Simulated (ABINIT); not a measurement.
# Beyond one shot: AlAs (F-43m)

Wanted: G0W0 and self-consistent gaps of AlAs (F-43m), with the cost of the cycles.

Method: LDA and many-body steps on it, plane waves, in ABINIT 10.8.3.

**Experimental background.**

- Gap 3.018 eV: lowest direct gap at Gamma; earlier measurement quoted from literature, technique not stated; 300 K; bulk crystal (pure AlAs, literature value used as model input) (quoted in “Simultaneous Measurement of Mid-Infrared Refractive Indices in Thin-Film Heterostructures: Methodology and Results for GaAs/AlGaAs”, 2023, arxiv:2301.08293).

## (1) Set-up

It takes space group F-43m (No. 216, cubic). Conventional cell: a = 5.661 Å, b = 5.661 Å, c = 5.661 Å, α = 90.00°, β = 90.00°, γ = 90.00°. Nearest to Al lie 4 As at 2.45 Å. Nearest to As lie 4 Al at 2.45 Å. Farther neighbours are not listed.

The cell and positions come from the Crystallography Open Database and are kept as given unless a step says otherwise.

## (2) Empty states on the mesh, 4×4×4 mesh, 31 bands

This step: ABINIT 10.8.3; DFT, LDA, plane waves, norm-conserving pseudopotentials.

The sums over transitions need many empty states on a uniform mesh; this step solves for them.

run.abi reads:

```
acell 3*1.0 Angstrom
rprim 
  0.000000000000 2.830400000000 2.830400000000
  2.830400000000 0.000000000000 2.830400000000
  2.830400000000 2.830400000000 -0.000000000000
ntypat 2
znucl 13 33
natom 2
typat 1 2
xred 
  0.000000000000 0.000000000000 0.000000000000
  0.250000000000 0.250000000000 0.250000000000
pp_dirpath "pseudos"
pseudos "Al.upf, As.upf"
ecut 34
ngkpt 4 4 4
nshiftk 1
shiftk 0 0 0
kptopt 1
chksymbreak 0
iscf -2
irdden 1
istwfk *1
nband 31
nbdbuf 4
tolwfr 1e-09
nstep 60
prtvol 0
indata_prefix "in"
outdata_prefix "out"
tmpdata_prefix "tmp"
```

Command:

```sh
$ OMP_NUM_THREADS=1 mpirun -n 4 abinit run.abi > log
```

Numbers of over 12 decimals in the logs are rounded to 6 here.

The log of the run:

```text
.Version 10.8.3 of ABINIT. v10.8.2 released Aug 2026.

 Symmetries : space group F-4 3 m (#216); Bravais cF (face-center cubic)
[... echo of the input left out ...]
== DATASET  1 ==================================================================
-   mpi_nproc: 4, omp_nthreads: 1 (-1 if OMP is not activated)

--- !DatasetInfo
iteration_state: {dtset: 1, }
dimensions: {natom: 2, nkpt: 8, mband: 31, nsppol: 1, nspinor: 1, nspden: 1, mpw: 2914, }
cutoff_energies: {ecut:  34.0, pawecutdg:  -1.0, }
[...]
0.13630    0.20372    0.29299    0.29299    0.29299    0.45370    0.47043    0.47043
   0.55365    0.55365    0.55365    0.67473    1.00268    1.00268    1.00268    1.07847
   1.07847    1.08481    1.08481    1.08481    1.15177    1.15177    1.15177
 prteigrs : prtvol=0 or 1, do not print more k-points.

== END DATASET(S) ==============================================================
================================================================================

 -outvars: echo values of variables after computation  --------
            nband          31
             nkpt           8
          spgroup         216
 [... the other variables as echoed above ...]

 Calculation completed.
```

The job ended after 8.6 s (4 MPI ranks of Arm Neoverse N1, shared host; peak memory 0.25 GiB; 34 s of CPU time).

This step gave:

```
gap                                                           : 1.351 eV
k of the valence top                                          : 0, 0, 0
k of the conduction bottom                                    : 0.5, 0.5, 0
least direct gap                                              : 1.835 eV
k points computed                                             : 8
lowest point of the top converged band, above the valence top : 21.50 eV
```

On this mesh the gap is 1.351 eV.

The density comes from a self-consistent run that is not shown.

## (3) Screening, 4×4×4 mesh, 27 bands, screening to 87.1 eV

The RPA dielectric matrix is built and inverted for each q.

This step: RPA screening on LDA, plane waves, norm-conserving pseudopotentials.

Changes to run.abi since step 2:

```diff
@@ -20,10 +20,11 @@
 chksymbreak 0
-iscf -2
-irdden 1
 istwfk *1
-nband 31
-nbdbuf 4
-tolwfr 1e-09
-nstep 60
-prtvol 0
+occopt 1
+irdwfk 1
+optdriver 3
+nband 27
+ecuteps 3.2
+inclvkb 2
+awtr 1
+symchi 1
 indata_prefix "in"
```

The log of the run:

```text
.Version 10.8.3 of ABINIT. v10.8.2 released Aug 2026.

 Symmetries : space group F-4 3 m (#216); Bravais cF (face-center cubic)
[... echo of the input left out ...]
== DATASET  1 ==================================================================
-   mpi_nproc: 4, omp_nthreads: 1 (-1 if OMP is not activated)

--- !DatasetInfo
iteration_state: {dtset: 1, }
dimensions: {natom: 2, nkpt: 8, mband: 27, nsppol: 1, nspinor: 1, nspden: 1, mpw: 2914, }
cutoff_energies: {ecut:  34.0, pawecutdg:  -1.0, }
electrons: {nelect:   1.80000000E+01, charge:   0.00000000E+00, occopt:   1.00000000E+00, tsmear:   1.00000000E-02, }

 SCREENING: Calculation of the susceptibility and dielectric matrices

 Based on a program developped by R.W. Godby, V. Olevano, G. Onida, and L. Reining.
 Incorporated in ABINIT by V. Olevano, G.-M. Rignanese, and M. Torrent.
.Using double precision arithmetic ; gwpc =  8

[... cell and pseudopotentials left out ...]
--------------------------------------------------------------------------------

 ==== K-mesh for the wavefunctions ====
 Number of points in the irreducible wedge :     8
[... list of points left out ...]
 Together with 24 symmetry operations and time-reversal symmetry
 yields    64 points in the full Brillouin Zone.

 ==== Q-mesh for the screening function ====
 Number of points in the irreducible wedge :     8
[... list of points left out ...]
 Together with 24 symmetry operations and time-reversal symmetry
 yields    64 points in the full Brillouin Zone.

 setmesh: FFT mesh size selected  =    25x   25x   25
          total number of points  =        15625

 vcoul_init : cutoff-mode = AUXILIARY_FUNCTION
 q-points for optical limit:   1
     1)      0.000010    0.000020    0.000030

- screening: taking advantage of time-reversal symmetry
- Maximum band index for partially occupied states nbvw = 9
- Remaining bands to be divided among processors   nbcw = 18
- Number of bands treated by each node ~4

 Number of electrons calculated from density =   18.0000; Expected =   18.0000
 average of density, n =  0.058817
 r_s =    1.5952
 omega_plasma =   23.3941 [eV]

 calculating chi0 at frequencies [eV] :
  1    0.000000E+00    0.000000E+00
  2    0.000000E+00    2.339413E+01

--------------------------------------------------------------------------------
  q-point number  1        q = ( 0.000000, 0.000000, 0.000000) [r.l.u.]
--------------------------------------------------------------------------------
[... chi0 elements left out ...]
 For q-point:  0.000010 0.000020 0.000030
  dielectric constant =  15.7441
  dielectric constant without local fields =  17.6667

  Average fulfillment of the sum rule on Im[epsilon] for q-point    1 :     26.98  [%]
[... wings left out ...]
  q-point number  2        q = ( 0.250000, 0.000000, 0.000000) [r.l.u.]
--------------------------------------------------------------------------------
[... chi0 elements left out ...]
  Average fulfillment of the sum rule on Im[epsilon] for q-point    2 :     42.87  [%]

 [... 6 further q-points ...]
```

It took 7.3 s on 4 MPI ranks; peak memory 0.41 GiB.

Numbers from this step:

```yaml
eps_infinity_with_local_fields_on_this_mesh_along_the_program_s_q_direction: 15.74
the_same_without_local_fields: 17.67
plasma_frequency: 23.39 eV
plane_waves_in_the_screening_matrix: 65
```

Local fields lower ε∞ by 11 %. On a Γ-centred mesh this coarse the value itself is usually too large, while a short band sum pulls it down.

## (4) G0W0

The self-energy is evaluated for the states that the input lists, and the levels follow from it, in one-shot runs by the linearised quasiparticle equation.

This step: G0W0 on LDA, plane waves, norm-conserving pseudopotentials.

Changes to run.abi since step 3:

```diff
@@ -23,8 +23,17 @@
 irdwfk 1
-optdriver 3
+optdriver 4
 nband 27
+gwcalctyp 0
+ecutsigx 34
+symsigma 1
+nkptgw 2
+kptgw 
+  0.0000000000 0.0000000000 0.0000000000
+  0.5000000000 0.5000000000 0.0000000000
+bdgw 
+  7 13
+  8 11
 ecuteps 3.2
-inclvkb 2
-awtr 1
-symchi 1
+irdscr 1
+ppmodel 1
 indata_prefix "in"
```

The log of the run:

```text
.Version 10.8.3 of ABINIT. v10.8.2 released Aug 2026.

 Symmetries : space group F-4 3 m (#216); Bravais cF (face-center cubic)
[... echo of the input left out ...]
== DATASET  1 ==================================================================
-   mpi_nproc: 4, omp_nthreads: 1 (-1 if OMP is not activated)

--- !DatasetInfo
iteration_state: {dtset: 1, }
dimensions: {natom: 2, nkpt: 8, mband: 27, nsppol: 1, nspinor: 1, nspden: 1, mpw: 2914, }
cutoff_energies: {ecut:  34.0, pawecutdg:  -1.0, }
electrons: {nelect:   1.80000000E+01, charge:   0.00000000E+00, occopt:   1.00000000E+00, tsmear:   1.00000000E-02, }

 SIGMA: Calculation of the GW corrections

 Based on a program developped by R.W. Godby, V. Olevano, G. Onida, and L. Reining.
 Incorporated in ABINIT by V. Olevano, G.-M. Rignanese, and M. Torrent.
.Using double precision arithmetic ; gwpc =  8

[... cell and pseudopotentials left out ...]
--------------------------------------------------------------------------------

 ==== K-mesh for the wavefunctions ====
 Number of points in the irreducible wedge :     8
[... list of points left out ...]
 Together with 24 symmetry operations and time-reversal symmetry
 yields    64 points in the full Brillouin Zone.

 ==== Q-mesh for screening function ====
 Number of points in the irreducible wedge :     8
[... list of points left out ...]
 Together with 24 symmetry operations and time-reversal symmetry
 yields    64 points in the full Brillouin Zone.

 vcoul_init : cutoff-mode = AUXILIARY_FUNCTION
 q-points for optical limit:   1
     1)      0.000010    0.000020    0.000030
 setmesh: FFT mesh size selected  =    40x   40x   40
          total number of points  =        64000

 Number of electrons calculated from density =   18.0000; Expected =   18.0000
 average of density, n =  0.058817
 r_s =    1.5952
 omega_plasma =   23.3941 [eV]

 === KS Band Gaps ===
  >>>> For spin  1
   Minimum direct gap =   1.8347 [eV], located at k-point      :   0.0000  0.0000  0.0000
   Fundamental gap    =   1.3509 [eV], Top of valence bands at :   0.0000  0.0000  0.0000
                                       Bottom of conduction at :   0.5000  0.5000  0.0000
 SIGMA fundamental parameters:
 PLASMON POLE MODEL  1
 number of plane-waves for SigmaX                 2891
 number of plane-waves for SigmaC and W             65
 number of plane-waves for wavefunctions          2891
 number of bands                                    27
 number of independent spin polarizations            1
 number of spinorial components                      1
 number of k-points in IBZ                           8
 number of q-points in IBZ                           8
 number of symmetry operations                      24
 number of k-points in BZ                           64
 number of q-points in BZ                           64
 number of frequencies for dSigma/dE                 9
 frequency step for dSigma/dE [eV]                0.25
 number of omega for Sigma on real axis              0
 max omega for Sigma on real axis  [eV]           0.00
 zcut for avoiding poles [eV]                     0.10

 EPSILON^-1 parameters (SCR file):
 dimension of the eps^-1 matrix on file             65
 dimension of the eps^-1 matrix used                65
 number of plane-waves for wavefunctions          2891
 number of bands                                    27
 number of q-points in IBZ                           8
 number of frequencies                               2
 number of real frequencies                          1
 number of imag frequencies                          1

 matrix elements of self-energy operator (all in [eV])

 Perturbative Calculation

--- !SelfEnergy_ee
iteration_state: {dtset: 1, }
kpoint     : [   0.000,    0.000,    0.000, ]
spin       : 1
KS_gap     :    1.835
QP_gap     :    2.859
Delta_QP_KS:    1.024
data: !SigmaeeData |
     Band     E0 <VxcDFT>   SigX SigC(E0)      Z dSigC/dE  Sig(E)    E-E0       E
        7   3.709 -12.770 -15.317   2.231   0.788  -0.269 -13.019  -0.248   3.460
        8   3.709 -12.770 -15.317   2.231   0.788  -0.269 -13.019  -0.248   3.460
        9   3.709 -12.770 -15.317   2.231   0.788  -0.269 -13.019  -0.248   3.460
       10   5.544 -11.842  -7.656  -3.210   0.795  -0.258 -11.066   0.776   6.319
       11   7.973  -9.499  -4.835  -3.691   0.787  -0.270  -8.732   0.767   8.739
       12   7.973  -9.499  -4.835  -3.691   0.787  -0.270  -8.732   0.767   8.739
       13   7.973  -9.499  -4.835  -3.691   0.787  -0.270  -8.732   0.767   8.739

--- !SelfEnergy_ee
iteration_state: {dtset: 1, }
kpoint     : [   0.500,    0.500,    0.000, ]
spin       : 1
KS_gap     :    3.523
QP_gap     :    4.497
Delta_QP_KS:    0.974
data: !SigmaeeData |
     Band     E0 <VxcDFT>   SigX SigC(E0)      Z dSigC/dE  Sig(E)    E-E0       E
        8   1.536 -11.442 -14.619   2.649   0.771  -0.297 -11.849  -0.407   1.129
        9   1.536 -11.442 -14.619   2.649   0.771  -0.297 -11.849  -0.407   1.129
       10   5.060  -8.534  -4.576  -3.252   0.803  -0.245  -7.967   0.567   5.627
       11   5.922  -9.156  -5.076  -3.201   0.801  -0.248  -8.452   0.704   6.626

== END DATASET(S) ==============================================================
================================================================================

 -outvars: echo values of variables after computation  --------
           etotal      0.0000000000E+00
            nband          27
             nkpt           8
          spgroup         216
 [... the other variables as echoed above ...]

 Calculation completed.
```

Elapsed: 4.4 s, on 4 MPI ranks; peak memory 0.3 GiB; 17 s of CPU time.

Numbers from this step:

| Quantity | Value |
| --- | --- |
| G0W0 gap on the points computed | 2.167 eV |
| starting gap on the mesh | 1.351 eV |
| k of the valence top | 0, 0, 0 |
| k of the conduction bottom | 0.5, 0.5, 0 |
| Z at the valence top | 0.788 |
| Z at the conduction bottom | 0.803 |
| least direct G0W0 gap on the computed points | 2.859 eV |

The gap on the mesh goes from 1.35 eV to 2.17 eV, a correction of +0.82 eV.

## (5) QSGW, cycle 1

This step: QSGW on LDA, plane waves, norm-conserving pseudopotentials.

Changes to run.abi since step 4:

```diff
@@ -25,12 +25,24 @@
 nband 27
-gwcalctyp 0
+gwcalctyp 28
 ecutsigx 34
-symsigma 1
-nkptgw 2
+symsigma 0
+nkptgw 8
 kptgw 
   0.0000000000 0.0000000000 0.0000000000
+  0.2500000000 0.0000000000 0.0000000000
+  0.5000000000 0.0000000000 0.0000000000
+  0.2500000000 0.2500000000 0.0000000000
+  0.5000000000 0.2500000000 0.0000000000
+  -0.2500000000 0.2500000000 0.0000000000
   0.5000000000 0.5000000000 0.0000000000
+  -0.2500000000 0.5000000000 0.2500000000
 bdgw 
-  7 13
-  8 11
+  1 16
+  1 16
+  1 16
+  1 16
+  1 16
+  1 16
+  1 16
+  1 16
 ecuteps 3.2
```

The log of the run:

```text
.Version 10.8.3 of ABINIT. v10.8.2 released Aug 2026.

 Symmetries : space group F-4 3 m (#216); Bravais cF (face-center cubic)
[... echo of the input left out ...]
== DATASET  1 ==================================================================
-   mpi_nproc: 4, omp_nthreads: 1 (-1 if OMP is not activated)

--- !DatasetInfo
iteration_state: {dtset: 1, }
dimensions: {natom: 2, nkpt: 8, mband: 27, nsppol: 1, nspinor: 1, nspden: 1, mpw: 2914, }
cutoff_energies: {ecut:  34.0, pawecutdg:  -1.0, }
electrons: {nelect:   1.80000000E+01, charge:   0.00000000E+00, occopt:   1.00000000E+00, tsmear:   1.00000000E-02, }

 SIGMA: Calculation of the GW corrections

 Based on a program developped by R.W. Godby, V. Olevano, G. Onida, and L. Reining.
 Incorporated in ABINIT by V. Olevano, G.-M. Rignanese, and M. Torrent.
.Using double precision arithmetic ; gwpc =  8

[... cell and pseudopotentials left out ...]
--------------------------------------------------------------------------------

 ==== K-mesh for the wavefunctions ====
 Number of points in the irreducible wedge :     8
[... list of points left out ...]
 Together with 24 symmetry operations and time-reversal symmetry
 yields    64 points in the full Brillouin Zone.

 ==== Q-mesh for screening function ====
 Number of points in the irreducible wedge :     8
[... list of points left out ...]
 Together with 24 symmetry operations and time-reversal symmetry
 yields    64 points in the full Brillouin Zone.

 vcoul_init : cutoff-mode = AUXILIARY_FUNCTION
 q-points for optical limit:   1
     1)      0.000010    0.000020    0.000030
 setmesh: FFT mesh size selected  =    40x   40x   40
          total number of points  =        64000

 Number of electrons calculated from density =   18.0000; Expected =   18.0000
[...]
QP_gap     :    4.757
Delta_QP_KS:    1.233
data: !SigmaeeData |
     Band     E_DFT   <VxcDFT>   E(N-1)  <Hhartree>   SigX  SigC[E(N-1)]    Z     dSigC/dE  Sig[E(N)]  DeltaE  E(N)_pert E(N)_diago
[...]
--- !SelfEnergy_ee
iteration_state: {dtset: 1, }
kpoint     : [  -0.250,    0.500,    0.250, ]
spin       : 1
KS_gap     :    7.098
QP_gap     :    8.392
Delta_QP_KS:    1.294
data: !SigmaeeData |
     Band     E_DFT   <VxcDFT>   E(N-1)  <Hhartree>   SigX  SigC[E(N-1)]    Z     dSigC/dE  Sig[E(N)]  DeltaE  E(N)_pert E(N)_diago
[...]
15    16.037   -11.079    16.037    27.116    -4.474    -4.928     1.000     0.000    -9.402     1.677    17.714    17.138
       16    16.210   -10.328    16.210    26.538    -4.229    -5.175     1.000     0.000    -9.404     0.924    17.134    17.754

 New Fermi energy :        1.687475E-01 Ha ,    4.591855E+00 eV
 New Exchange energy :    -9.100692E+00 Ha ,   -2.476424E+02 eV

 === QP Band Gaps ===
  >>>> For spin  1
   Minimum direct gap =   3.1259 [eV], located at k-point      :   0.0000  0.0000  0.0000
   Fundamental gap    =   2.3882 [eV], Top of valence bands at :   0.0000  0.0000  0.0000
                                       Bottom of conduction at :   0.5000  0.5000  0.0000

 writing QP data on file : out_QPS

 Convergence of QP corrections
 >>>>> For spin  1 <<<<<
.  kptgw no:  1; Maximum DeltaE = (   2.463   0.034) for band index:  4
.  kptgw no:  2; Maximum DeltaE = (   2.448   0.023) for band index:  4
.  kptgw no:  3; Maximum DeltaE = (   2.504   0.027) for band index:  5
[...]
.  kptgw no:  7; Maximum DeltaE = (   2.542   0.014) for band index:  4
.  kptgw no:  8; Maximum DeltaE = (   2.492   0.022) for band index:  5

== END DATASET(S) ==============================================================
================================================================================

 -outvars: echo values of variables after computation  --------
           etotal      0.0000000000E+00
            nband          27
             nkpt           8
          spgroup         216
 [... the other variables as echoed above ...]

 Calculation completed.
```

The job ended after 58 s (4 MPI ranks; peak memory 0.96 GiB).

Numbers from this step:

| Quantity | Value |
| --- | --- |
| quasiparticle gap on the mesh | 2.388 eV |
| gap of the density functional on the mesh | 1.351 eV |
| k of the valence top | 0, 0, 0 |
| k of the conduction bottom | 0.5, 0.5, 0 |
| Z at the valence top | 1 |
| Z at the conduction bottom | 1 |
| least direct quasiparticle gap on the computed points | 3.126 eV |

Against G0W0 in ABINIT (4×4×4 mesh, 27 bands, screening to 87.1 eV, Godby-Needs plasmon pole), the gap moves by +0.221 eV.

(Continued in part 2 of 2.)

[Paths, hosts, dates, memory and timing lines, banners, echoed tables and standing remarks are left out of the program output.]

[Logs are printed without paths, hosts, clocks, repeated set-up lines and the standing remarks that a program may print on its own settings, such as how far it seeks lower states.]

[Runs of the session that timed out or met a known fault of the program may be left out.]

[Hosts, paths, dates, database ids (printed as entryN), source tags and the programs' standing remarks are cut or masked in the printed files.]

[G0W0 gaps are taken among the corrected bands and points alone; a level outside them can change the order at an edge.]

[Where Ansatz stands beside ABINIT at settings called matched, ABINIT's density can come from a denser mesh and the files from another edition; pairs whose starting gaps differed by over 0.03 eV were left out, so agreement reads better than it is.]
